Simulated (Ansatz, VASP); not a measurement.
## Two plane-wave programs on CdS

File INCAR:

```
PREC = Accurate ; ENCUT = 520
EDIFF = 1E-6 ; ISMEAR = 0
SIGMA = 0.05 ; LREAL = False
LASPH = True ; NELM = 60
ALGO = Normal ; ISIF = 2
LWAVE = False ; LCHARG = False
GGA = PS ; NBANDS = 16
```

KPOINTS

```
regular mesh
0
Gamma
  9 9 6
```

The input POSCAR:

```
CdS
1.0
    3.9043406402      0.0000000000      0.0000000000
   -1.9521703201      3.3812581794      0.0000000000
    0.0000000000      0.0000000000      6.9135734153
Cd S
1 1
Direct
    0.0000000000      0.0000000000      0.4426919200
    0.6666666667      0.3333333333      0.4343080800
```

Input for Ansatz:

```yaml
crystal:
  lattice:
    - [3.9043406402, 0.0, 0.0]
    - [-1.9521703201, 3.3812581794, 0.0]
    - [0.0, 0.0, 6.9135734153]
  atoms:
    - { symbol: Cd, position: [0.0, 0.0, 0.44269192] }
    - { symbol: S, position: [0.6666666667, 0.3333333333, 0.43430808] }
basis:
  ecutwfc: 420
kpoints:
  mp_grid: { grid: [9, 9, 6] }
hamiltonian:
  xc: pbesol
scf:
  occupations: { method: gaussian, width: 0.05 }
output:
  forces: true
  stress: true
  eigenvalues: true
```

Alike in both runs: task single point; functional PBEsol; k mesh 9 × 9 × 6; occupations gaussian, width 0.05 eV; no spin polarisation.

|  | VASP | Ansatz |
| --- | --- | --- |
| version | VASP 6.6.1 | Ansatz 0.2.0 |
| potentials or method | VASP PAW PBE potentials, release 64 (Cd, S) | scalar-relativistic, plane waves, PAW |
| plane-wave cutoff (eV) | 520 | 420 |
| valence electrons in the cell | 18 | 26 |

VASP gave:

| Item | Value |
| --- | --- |
| gap on the k mesh at the Fermi level (eV) | 1.92 |
| least direct gap on the mesh (eV) | 1.92 |
| rms of the force components (eV/Å) | 0.061 |

Task: Which values does Ansatz return?

Result: gap on the k mesh at the Fermi level (eV): 1.89; least direct gap on the mesh (eV): 1.90; rms of the force components (eV/Å): 0.056.

Atom by atom the forces differ by 0.005 eV/Å (rms over components). The functional is the same, so the differences come from potentials, cutoffs and numerics. The two sets of potentials don't hold the same shells in valence.

Caveats: the PAW data sets were made with another functional, which shifts forces and pressure a little (VASP). Expect the measured gap to be larger: semilocal functionals such as PBEsol lack the derivative discontinuity.
